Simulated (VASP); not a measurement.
# PbSe (Clausthalite) (Fm-3m) in VASP: settings compared, part 2 of 3

VASP 6.6.1. Earlier steps stand in the parts before.

### Step 3. Single point, PBE

This run uses another cell than the first one, of 30.02 Å³/atom, 1.058 times its volume.

Input file INCAR:

```
SYSTEM = PbSe
ALGO = Normal
EDIFF = 1E-7
ENCUT = 520
GGA = PE
ISIF = 2
ISMEAR = 0
LASPH = .True.
LCHARG = .False.
LREAL = .False.
LWAVE = .False.
NBANDS = 17
NELM = 60
PREC = Accurate
SIGMA = 0.01
```

Input file KPOINTS:

```
k-points
0
Gamma
  6 6 6
  0 0 0
```

Input file POSCAR:

```
PbSe
1.0
    0.0000000000      3.1079560649      3.1079560649
    3.1079560649      0.0000000000      3.1079560649
    3.1079560649      3.1079560649      0.0000000000
Pb Se
1 1
Direct
    0.0000000000      0.0000000000      0.0000000000
    0.5000000000      0.5000000000      0.5000000000
```

Potentials or basis: VASP PAW PBE potentials, release 64 (Pb_d, Se).

Launch:

```console
$ cat potpaw_PBE.64/Pb_d/POTCAR potpaw_PBE.64/Se/POTCAR > POTCAR
$ mpirun -np 1 vasp_std > vasp.out
```

OUTCAR:

```text
SYSTEM = PbSe
   EDIFF = 1E-7
   ENCUT = 520
   GGA = PE
   ISIF = 2
   ISMEAR = 0
   LASPH = .True.
   LREAL = .False.
   NELM = 60
   PREC = Accurate

 ion  position               nearest neighbor table
   1  0.000  0.000  0.000-   2 3.11   2 3.11   2 3.11   2 3.11   2 3.11   2 3.11
   2  0.500  0.500  0.500-   1 3.11   1 3.11   1 3.11   1 3.11   1 3.11   1 3.11

  LATTYP: Found a face centered cubic cell.
 ALAT       =     6.2159121298

  Lattice vectors:

 A1 = (   0.0000000000,   3.1079560649,   3.1079560649)
 A2 = (   3.1079560649,   0.0000000000,   3.1079560649)
 A3 = (   3.1079560649,   3.1079560649,   0.0000000000)

Analysis of symmetry for initial positions (statically):
=====================================================================
 Subroutine PRICEL returns:
 Original cell was already a primitive cell.

 Routine SETGRP: Setting up the symmetry group for a
 face centered cubic supercell.

 Subroutine GETGRP returns: Found 48 space group operations
 (whereof 48 operations were pure point group operations)
 out of a pool of 48 trial point group operations.

The static configuration has the point symmetry O_h .

Analysis of symmetry for dynamics (positions and initial velocities):
=====================================================================
 Subroutine PRICEL returns:
 Original cell was already a primitive cell.

 Routine SETGRP: Setting up the symmetry group for a
 face centered cubic supercell.

 Subroutine GETGRP returns: Found 48 space group operations
 (whereof 48 operations were pure point group operations)
 out of a pool of 48 trial point group operations.

The dynamic configuration has the point symmetry O_h .

 Subroutine INISYM returns: Found 48 space group operations
 (whereof 48 operations are pure point group operations),
 and found     1 'primitive' translations

----------------------------------------------------------------------------------------

                                     Primitive cell

  volume of cell :      60.0419

  direct lattice vectors                    reciprocal lattice vectors
     0.000000000  3.107956065  3.107956065    -0.160877435  0.160877435  0.160877435
     3.107956065  0.000000000  3.107956065     0.160877435 -0.160877435  0.160877435
     3.107956065  3.107956065  0.000000000     0.160877435  0.160877435 -0.160877435

  length of vectors
     4.395313618  4.395313618  4.395313618     0.278647891  0.278647891  0.278647891

  position of ions in fractional coordinates (direct lattice)
     0.000000000  0.000000000  0.000000000
     0.500000000  0.500000000  0.500000000

  ion indices of the primitive-cell ions
   primitive index   ion index
                 1           1
                 2           2

----------------------------------------------------------------------------------------

 KPOINTS: k-points

Automatic generation of k-mesh.
 Grid dimensions read from file:
 generate k-points for:    6    6    6

 Generating k-lattice:

  Cartesian coordinates                     Fractional coordinates (reciprocal lattice)
    -0.026812906  0.026812906  0.026812906     0.166666667  0.000000000  0.000000000
     0.026812906 -0.026812906  0.026812906     0.000000000  0.166666667  0.000000000
     0.026812906  0.026812906 -0.026812906     0.000000000  0.000000000  0.166666667

  Length of vectors
     0.046441315  0.046441315  0.046441315

  Shift w.r.t. Gamma in fractional coordinates (k-lattice)
     0.000000000  0.000000000  0.000000000

 Subroutine IBZKPT returns following result:
 ===========================================

 Found     16 irreducible k-points:

 Following reciprocal coordinates:
            Coordinates               Weight
  0.000000  0.000000  0.000000      1.000000
  0.166667  0.000000  0.000000      8.000000
  0.333333  0.000000  0.000000      8.000000
  0.500000  0.000000  0.000000      4.000000
  0.166667  0.166667  0.000000      6.000000
  0.333333  0.166667  0.000000     24.000000
[... 8 lines left out ...]
 -0.333333  0.333333  0.166667     24.000000
 -0.333333  0.500000  0.166667     12.000000
   k-points           NKPTS =     16   k-points in BZ     NKDIM =     16   number of bands    NBANDS=     17
   number of dos      NEDOS =    301   number of ions     NIONS =      2
   total plane-waves  NPLWV =  46656
   dimension x,y,z NGX =    36 NGY =   36 NGZ =   36
   dimension x,y,z NGXF=    72 NGYF=   72 NGZF=   72
   ions per type =               1   1
   NGX,Y,Z   is equivalent  to a cutoff of  13.62, 13.62, 13.62 a.u.
   NGXF,Y,Z  is equivalent  to a cutoff of  27.23, 27.23, 27.23 a.u.
 SYSTEM =  PbSe
   PREC   = accura    normal or accurate (medium, high low for compatibility)
   ISTART =      0    job   : 0-new  1-cont  2-samecut
   ICHARG =      2    charge: 1-file 2-atom 10-const
   ISPIN  =      1    spin polarized calculation?
   LNONCOLLINEAR =      F non collinear calculations
   LSORBIT =      F    spin-orbit coupling
   LASPH  =      T    aspherical Exc in radial PAW
   ENCUT  =  520.0 eV  38.22 Ry    6.18 a.u.   8.17  8.17  8.17*2*pi/ulx,y,z
   NELM   =     60;   NELMIN=  2; NELMDL= -5     # of ELM steps
   EDIFF  = 0.1E-06   stopping-criterion for ELM
   LREAL  =      F    real-space projection
   EDIFFG = 0.1E-05   stopping-criterion for IOM
   NSW    =      0    number of steps for IOM
   IBRION =     -1    ionic relax: 0-MD 1-quasi-New 2-CG
   NFREE  =      0    steps in history (QN), initial steepest desc. (CG)
   ISIF   =      2    stress and relaxation
   ISYM   =      2    0-nonsym 1-usesym 2-fastsym
   POTIM  = 0.5000    time-step for ionic-motion
   TEBEG  =    0.0;   TEEND  =   0.0 temperature during run
   PSTRESS=    0.0 pullay stress
   NELECT =      20.0000    total number of electrons
   NUPDOWN=      -1.0000    fix difference up-down
   EMIN   =  10.00;   EMAX   =-10.00  energy-range for DOS
   EFERMI =   0.00;   METHOD = LEGACY
   ISMEAR =     0;   SIGMA  =   0.01  broadening in eV -4-tet -1-fermi 0-gaus
   EFERMI_NEDOS =   21; number of points for ismear=-14 and -15
   IALGO  =     38    algorithm
   IMIX   =      4    mixing-type and parameters
     AMIX     =   0.40;   BMIX     =  1.00
     AMIX_MAG =   1.60;   BMIX_MAG =  1.00
  volume/ion in A,a.u.               =      30.02       202.59
  Fermi-wavevector in a.u.,A,eV,Ry     =   1.134836  2.144530 17.522316  1.287854
  Thomas-Fermi vector in A             =   2.271541
   LORBIT       =      0    0 simple, 1 ext, 2 COOP (PROOUT), +10 PAW based schemes
   GGA     = PE    functional components
   LHFCALC =     F    Hartree Fock is set to
   AEXX    =    0.0000 exact exchange contribution
   IVDW    =     0    specifies the selected vdW correction
   LEPSILON=     F    determine dielectric tensor
   LRPA    =     F    only Hartree local field effects (RPA)
 non-spin polarized calculation
 Gauss-broadening in eV      SIGMA  =   0.01
  energy-cutoff  :      520.00
  volume of cell :       60.04
 maximum number of plane-waves:      1639
 NGX is ok and might be reduce to    36
   NGX = 17   NGY = 17   NGZ = 17

 number of electron      20.0000002 magnetization

 Free energy of the ion-electron system (eV)
  ---------------------------------------------------
  ext. energy  EPLUGINS =         0.00000000
  ---------------------------------------------------
  free energy    TOTEN  =        -8.20105852 eV

  energy without entropy =       -8.20105852  energy(sigma->0) =       -8.20105852

 E-fermi :   4.5797     XC(G=0):  -9.3203

 val. band max:        4.4764708243   @ k =   0.5000   0.0000   0.0000
 cond. band min:       4.9128679021   @ k =   0.5000   0.0000   0.0000
 fundamental gap:      0.4363970777
 Fermi energy:         4.5796956514

 k-point     1 :       0.0000    0.0000    0.0000
  band No.  band energies     occupation
      1     -12.2564      2.00000
      2     -12.2564      2.00000
      3     -12.2564      2.00000
      4     -12.2504      2.00000
      5     -12.2504      2.00000
      6      -8.7057      2.00000
[... 9 lines left out ...]
     16      11.1250      0.00000
     17      12.6324      0.00000
[... 281 lines left out ...]
 k-point    16 :      -0.3333    0.5000    0.1667
  band No.  band energies     occupation
      1     -12.3291      2.00000
      2     -12.2587      2.00000
      3     -12.2452      2.00000
      4     -12.2328      2.00000
      5     -12.2193      2.00000
      6      -7.4184      2.00000
[... 9 lines left out ...]
     16      15.9790      0.00000
     17      17.1309      0.00000

------------------------ aborting loop because EDIFF is reached ----------------------------------------

  FORCE on cell =-STRESS in cart. coord.  units (eV):
  Direction    XX          YY          ZZ          XY          YZ          ZX
  --------------------------------------------------------------------------------------
  -------------------------------------------------------------------------------------
  Total       -0.0044782     -0.0044782     -0.0044782      0.0000000     -0.0000000     -0.0000000
  in kB       -0.1194967     -0.1194967     -0.1194967      0.0000000     -0.0000000     -0.0000000
  external PRESSURE =      -0.1194967 kB  Pullay stress =       0.0000000 kB

 VOLUME and BASIS-vectors are now :
 -----------------------------------------------------------------------------
  energy-cutoff  :      520.00
  volume of cell :       60.04
      direct lattice vectors                 reciprocal lattice vectors
     0.000000000  3.107956065  3.107956065    -0.160877435  0.160877435  0.160877435
     3.107956065  0.000000000  3.107956065     0.160877435 -0.160877435  0.160877435
     3.107956065  3.107956065  0.000000000     0.160877435  0.160877435 -0.160877435

 POSITION                                       TOTAL-FORCE (eV/Angst)
 -----------------------------------------------------------------------------------
      0.00000      0.00000      0.00000         0.000000      0.000000      0.000000
      3.10796      3.10796      3.10796         0.000000      0.000000     -0.000000
 -----------------------------------------------------------------------------------
    total drift:                                0.000000      0.000000      0.000000

  FREE ENERGIE OF THE ION-ELECTRON SYSTEM (eV)
  ---------------------------------------------------
  free  energy   TOTEN  =        -8.2010585174 eV

  energy  without entropy=       -8.2010585174  energy(sigma->0) =       -8.20105852
```

OSZICAR:

```text
N       E                     dE             d eps       ncg     rms          rms(c)
DAV:   1     0.158392341251E+03    0.15839E+03   -0.94990E+03   544   0.116E+03
DAV:   2     0.295388376276E+01   -0.15544E+03   -0.14972E+03   612   0.309E+02
DAV:   3    -0.824979840701E+01   -0.11204E+02   -0.11142E+02   668   0.892E+01
DAV:   4    -0.851312910866E+01   -0.26333E+00   -0.26316E+00   687   0.149E+01
DAV:   5    -0.852077368146E+01   -0.76446E-02   -0.76443E-02   733   0.248E+00    0.271E+00
DAV:   6    -0.820168901628E+01    0.31908E+00   -0.81566E-01   797   0.589E+00    0.147E+00
DAV:   7    -0.819786094956E+01    0.38281E-02   -0.12639E-01   635   0.166E+00    0.842E-01
DAV:   8    -0.820157917028E+01   -0.37182E-02   -0.14862E-02   671   0.128E+00    0.196E-01
DAV:   9    -0.820096000656E+01    0.61916E-03   -0.33019E-03   790   0.521E-01    0.594E-02
DAV:  10    -0.820105152000E+01   -0.91513E-04   -0.24981E-04   644   0.907E-02    0.216E-02
DAV:  11    -0.820105841193E+01   -0.68919E-05   -0.55570E-05   675   0.753E-02    0.792E-03
DAV:  12    -0.820105849588E+01   -0.83955E-07   -0.29996E-06   735   0.121E-02    0.199E-03
DAV:  13    -0.820105851738E+01   -0.21496E-07   -0.19057E-07   618   0.403E-03
   1 F= -.82010585E+01 E0= -.82010585E+01  d E =-.553821E-50
```

stdout:

```text
POSCAR found type information on POSCAR PbSe
 POSCAR found :  2 types and       2 ions
 scaLAPACK will be used
 LDA part: xc-table for (Slater+PW92), standard interpolation
 POSCAR, INCAR and KPOINTS ok, starting setup
 FFT: planning ... GRIDC
 FFT: planning ... GRID_SOFT
 FFT: planning ... GRID
 WAVECAR not read
 entering main loop
```

Run time: 14 s. Hardware: 1 thread of Intel Xeon 6975P-C, shared host; peak memory 0.2 GiB.

Results:

| Property | Result |
| --- | --- |
| Free energy | -8.2011 eV |
| Pressure | 0.0 GPa |
| Band gap on the k mesh | 0.44 eV, direct |

Levels at points of the mesh, in eV from the valence-band top:
| k point | band 8 | band 9 | band 10 | band 11 | band 12 | band 13 |
| --- | --- | --- | --- | --- | --- | --- |
| (0.00, 0.00, 0.00) | -1.64 | -1.64 | -1.64 | 4.64 | 4.64 | 4.64 |
| (0.50, 0.00, 0.00) | -1.26 | -1.26 | 0.00 | 0.44 | 1.83 | 1.83 |
| (0.50, 0.50, 0.00) | -4.57 | -2.92 | -2.92 | 3.92 | 5.47 | 5.47 |

Caveat: spin-orbit coupling is left out, which moves the levels of the heavy elements.

[end of part 2 of 3]
